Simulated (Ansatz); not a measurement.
## Relaxing HW16S32

Method: DFT PBE, scalar-relativistic, plane waves, PAW (Ansatz 0.2.0). Settings: 420 eV cutoff, 2×2×2 k-mesh, shifted by half a step, Gaussian smearing of 0.01 eV, no spin polarisation.

What was changed: H interstitial, charge -1, atoms relaxed at the host's cell.

Spin–orbit coupling is left out, which can shift energies with elements as heavy as these.

In a supercell of 49 atoms the defect feels its periodic images.

Spin polarisation was left out.

Command:

```bash
ansatz run input.yaml --threads 4 --pin off --max-ram 10240MiB --backend cpu --events-out ev --progress --plain --runs-dir out
```

Input:

```yaml
crystal:
  lattice:
    - [0.0, 7.3617871071, -7.4744493696]
    - [6.375494652, -3.6808935536, -7.4744493696]
    - [-6.375494652, -3.6808935536, -7.4744493696]
  atoms:
    - { symbol: W, position: [0.9988550195, 0.2491390187, 0.7475709474] }
    - { symbol: W, position: [0.2491390187, 0.9988550195, 0.7475709474] }
    - { symbol: W, position: [0.498670075, 0.7487788972, 0.7474649448] }
    - { symbol: W, position: [0.9991872777, 0.4989706511, 0.4976916539] }
    - { symbol: W, position: [0.7487788972, 0.498670075, 0.7474649448] }
    - { symbol: W, position: [0.249369099, 0.249369099, 0.4994071216] }
    - { symbol: W, position: [0.4989706511, 0.9991872777, 0.4976916539] }
    - { symbol: W, position: [0.9984319738, 0.7478364717, 0.2477005585] }
    - { symbol: W, position: [0.7483911927, 0.7483911927, 0.4972294812] }
    - { symbol: W, position: [0.2487632659, 0.497828926, 0.247081085] }
    - { symbol: W, position: [0.497828926, 0.2487632659, 0.247081085] }
    - { symbol: W, position: [0.9984714139, 0.9984714139, 0.9976657413] }
    - { symbol: W, position: [0.7478364717, 0.9984319738, 0.2477005585] }
    - { symbol: W, position: [0.248685967, 0.7483524922, 0.9975445185] }
    - { symbol: W, position: [0.4990889247, 0.4990889247, 0.9971885528] }
    - { symbol: W, position: [0.7483524922, 0.248685967, 0.9975445185] }
    - { symbol: S, position: [0.5941132189, 0.8456511809, 0.3441645433] }
    - { symbol: S, position: [0.8456511809, 0.5941132189, 0.3441645433] }
    - { symbol: S, position: [0.1012218471, 0.3379154129, 0.3400795149] }
    - { symbol: S, position: [0.5950454003, 0.0950613709, 0.0937485329] }
    - { symbol: S, position: [0.3379154129, 0.1012218471, 0.3400795149] }
    - { symbol: S, position: [0.8449738317, 0.8449738317, 0.0942378582] }
    - { symbol: S, position: [0.0950613709, 0.5950454003, 0.0937485329] }
    - { symbol: S, position: [0.5953529499, 0.3453972977, 0.8438387831] }
    - { symbol: S, position: [0.3455491866, 0.3455491866, 0.0930359763] }
    - { symbol: S, position: [0.8454207162, 0.0955326613, 0.8439814747] }
    - { symbol: S, position: [0.0955326613, 0.8454207162, 0.8439814747] }
    - { symbol: S, position: [0.5951258387, 0.5951258387, 0.5942096817] }
    - { symbol: S, position: [0.3453972977, 0.5953529499, 0.8438387831] }
    - { symbol: S, position: [0.8458832925, 0.3453587886, 0.5937232328] }
    - { symbol: S, position: [0.0956358939, 0.0956358939, 0.5948850722] }
    - { symbol: S, position: [0.3453587886, 0.8458832925, 0.5937232328] }
    - { symbol: S, position: [0.7351639615, 0.9850518788, 0.48442258] }
    - { symbol: S, position: [0.9850518788, 0.7351639615, 0.48442258] }
    - { symbol: S, position: [0.2355601645, 0.485988545, 0.48391727] }
    - { symbol: S, position: [0.7350650921, 0.2350996403, 0.234236856] }
    - { symbol: S, position: [0.485988545, 0.2355601645, 0.48391727] }
    - { symbol: S, position: [0.9847917524, 0.9847917524, 0.2344718321] }
    - { symbol: S, position: [0.2350996403, 0.7350650921, 0.234236856] }
    - { symbol: S, position: [0.7356683849, 0.48541308, 0.9841781849] }
    - { symbol: S, position: [0.4853559781, 0.4853559781, 0.2341667726] }
    - { symbol: S, position: [0.9850570073, 0.2351990597, 0.984663828] }
    - { symbol: S, position: [0.2351990597, 0.9850570073, 0.984663828] }
    - { symbol: S, position: [0.7354060283, 0.7354060283, 0.733845942] }
    - { symbol: S, position: [0.48541308, 0.7356683849, 0.9841781849] }
    - { symbol: S, position: [0.9855260447, 0.4860108484, 0.7340878807] }
    - { symbol: S, position: [0.2353280656, 0.2353280656, 0.736574394] }
    - { symbol: S, position: [0.4860108484, 0.9855260447, 0.7340878807] }
    - { symbol: H, position: [0.1971174143, 0.1971174143, 0.2655637948] }
  host:
    lattice:
      - [1.593873663, 0.9202233884, 7.4744493696]
      - [-1.593873663, 0.9202233884, 7.4744493696]
      - [0.0, -1.8404467768, 7.4744493696]
    atoms:
      - { symbol: W, position: [0.0006774491, 0.0006774491, 0.0006774491] }
      - { symbol: S, position: [0.4040742703, 0.4040742703, 0.4040742703] }
      - { symbol: S, position: [0.2639482806, 0.2639482806, 0.2639482806] }
total_charge: -1
basis:
  ecutwfc: 420
  xc_grid: 2
kpoints:
  mp_grid: { grid: [2, 2, 2], shift: [0.5, 0.5, 0.5] }
hamiltonian:
  xc: pbe
scf:
  occupations: { method: gaussian, width: 0.01 }
output:
  forces: true
  stress: false
  eigenvalues: true
  charged_corrections:
    defect_position: [0.1640625, 0.1640625, 0.171875]
    epsilon: [[11.5894, 0.0, 0.0], [0.0, 11.5894, 0.0], [0.0, 0.0, 3.2073]]
  write_density: true
  write_potential: true
  elf: true
  volumetric_format: npy
relax:
  adjacent_minimum: "off"
  f_tol: 0.025
  max_steps: 45
```

F is the free energy.

Steps:

```csv
step,F − F(1) (eV),largest force component (eV/Å)
1,0.0000,0.513
2,-0.0320,0.464
3,-0.0797,0.147
4,-0.0828,0.042
5,-0.0841,0.024
```

Relaxed structure:

```xyz
49
Lattice="0.0000 7.3618 -7.4744 6.3755 -3.6809 -7.4744 -6.3755 -3.6809 -7.4744" Properties=species:S:1:pos:R:3 pbc="T T T"
W    -3.1772    3.6795  -14.9170
W     1.5980   -4.5913  -14.9170
W     0.0049   -1.8410  -14.9200
W     0.0089    3.6954  -14.9466
W    -1.5919    0.9247  -14.9200
W    -1.5773   -0.9106   -7.4278
W     3.2048   -1.8400  -14.9466
W     3.1825    3.6786  -14.9121
W     1.5997    0.9236  -14.9193
W     1.5827   -0.9176   -7.4139
W    -0.0033    1.8295   -7.4139
W     0.0003    0.0002  -22.3851
W     4.7770    0.9168  -14.9121
W    -1.5930   -4.5971  -14.9094
W    -3.1833   -1.8379  -14.9180
W    -4.7777    0.9190  -14.9094
S     3.1928   -0.0177  -13.3455
S     1.5811    2.7739  -13.3455
S    -0.0118   -1.7279   -5.7868
S    -0.0006    3.6883   -5.8608
S    -1.5023    0.8538   -5.7868
S     4.7777    2.7584  -13.3417
S     3.1939   -1.8446   -5.8608
S    -3.1800    0.0024  -13.3405
S     1.5914    0.9188   -5.8459
S    -4.7738    2.7632  -13.3441
S     0.0061   -5.5158  -13.3441
S     0.0043    0.0025  -13.3532
S    -1.5879   -2.7551  -13.3405
S    -1.5716    2.7762  -13.3514
S    -3.1904   -1.8420   -5.8735
S     1.6185   -2.7491  -13.3514
S     3.1903    0.0047  -16.4945
S     1.5992    2.7606  -16.4945
S     0.0054   -1.8203   -9.0150
S     0.0019    3.6773   -9.0022
S    -1.5737    0.9149   -9.0150
S     4.7823    2.7611  -16.4806
S     3.1856   -1.8370   -9.0022
S    -3.1883    0.0013  -16.4859
S     1.5885    0.9171   -8.9978
S    -4.7816    2.7608  -16.4803
S     0.0001   -5.5214  -16.4803
S     0.0030    0.0017  -16.4856
S    -1.5931   -2.7618  -16.4859
S    -1.5907    2.7629  -16.4952
S    -3.1914   -1.8425   -9.0140
S     1.5974   -2.7591  -16.4952
H    -0.2875   -0.1660   -4.8269
```

The run converged. It took 3.5 min on 4 threads of Intel(R) Xeon(R) Processor @ 2.70GHz, on a shared host, peak memory 3.7 GiB.